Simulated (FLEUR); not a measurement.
# EuO under changes of volume

One of the cells (17.013 Å³/atom); the others are scaled copies at fixed shape and fractional positions:

```
Eu O
1.0
     0.00000    2.57195    2.57195
     2.57195    0.00000    2.57195
     2.57195    2.57195    0.00000
Eu O
1 1
Direct
  0.00000 0.00000 0.00000
  0.50000 0.50000 0.50000
```

* Program: FLEUR MaX-R8.1 (later development tree)
* Functional: LDA
* Potentials or basis: all-electron
* Basis: FLAPW
* Kmax: 4.19 1/bohr
* k mesh: 9 × 9 × 9
* Occupations: fermi-dirac, width 0.05 eV
* Spin: collinear spin, ferromagnetic start
* Starting moments: [7.0, 0.0] μB

| volume (Å³/atom) | energy over the lowest point (meV/atom) | moment (μB per cell) |
| --- | --- | --- |
| 15.992 | 0.00 | 6.88 |
| 16.333 | 19.66 | 6.90 |
| 17.013 | 68.60 | 6.93 |
| 17.694 | 127.71 | 6.96 |
| 18.034 | ? | ? |

**Question.** What does the run at 18.034 Å³/atom give?

**Answer.** Energy over the lowest point 160.62 meV/atom; moment 6.97 μB per cell.

Worked out: A Birch-Murnaghan fit of order 2 (a polynomial in V^(-2/3)) to the other rows has no minimum within the range. It gives 160.45 meV/atom at 18.034 Å³/atom, against the run's 160.62. A straight line through the other rows of the moment, of slope 0.0463 μB per Å³/atom, extrapolates to 6.98 μB, against the run's 6.97.

Energies are extrapolated to zero smearing.

Caveats: a cell with one magnetic atom can't hold antiferromagnetic order, which such compounds often take; without U or exact exchange the open f shell lies at the Fermi level, which spoils levels, moments and volumes.
